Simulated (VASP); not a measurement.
A run of VASP 6.6.1 is set up as follows.

File INCAR:

```
SYSTEM = SiMo3
PREC = Accurate
ENCUT = 600
EDIFF = 1E-6
ISMEAR = 1
SIGMA = 0.1
LREAL = .False.
LASPH = .True.
NELM = 80
ALGO = Normal
ISIF = 3
LWAVE = .False.
LCHARG = .False.
GGA = PS
IBRION = 2
NSW = 90
EDIFFG = -0.01
KPAR = 2
```

The input KPOINTS:

```
Automatic mesh
0
Gamma
  8 8 8
  0 0 0
```

POSCAR

```
SiMo3
1.0
    4.8890000000      0.0000000000      0.0000000000
    0.0000000000      4.8890000000      0.0000000000
    0.0000000000      0.0000000000      4.8890000000
Si Mo
2 6
Direct
    0.0000000000      0.0000000000      0.0000000000
    0.5000000000      0.5000000000      0.5000000000
    0.2500000000      0.0000000000      0.5000000000
    0.5000000000      0.7500000000      0.0000000000
    0.7500000000      0.0000000000      0.5000000000
    0.5000000000      0.2500000000      0.0000000000
    0.0000000000      0.5000000000      0.7500000000
    0.0000000000      0.5000000000      0.2500000000
```

Potentials or basis: VASP PAW PBE potentials, release 64 (Si, Mo_sv).

Run with:

```bash
$ cat potpaw_PBE.64/Si/POTCAR potpaw_PBE.64/Mo_sv/POTCAR > POTCAR
$ mpirun -np 2 vasp_std > vasp.out
```

Estimate the relaxed volume.

14.39 Å³/atom.

What does it give for the band gap on the k mesh?

None (metal or under the smearing width).

Estimate the relaxed cell.

a = 4.865 Å, b = 4.865 Å, c = 4.865 Å, α = 90.00°, β = 90.00°, γ = 90.00°.

Final structure:
```xyz
8
Lattice="4.8650 0.0000 0.0000 0.0000 4.8650 0.0000 0.0000 0.0000 4.8650" Properties=species:S:1:pos:R:3 pbc="T T T"
Si    0.0000    0.0000    0.0000
Si    2.4325    2.4325    2.4325
Mo    1.2163    0.0000    2.4325
Mo    2.4325    3.6488    0.0000
Mo    3.6488    0.0000    2.4325
Mo    2.4325    1.2163    0.0000
Mo    0.0000    2.4325    3.6488
Mo    0.0000    2.4325    1.2163
```

Caveat: the PAW data sets were made with another functional, which shifts forces and pressure a little.
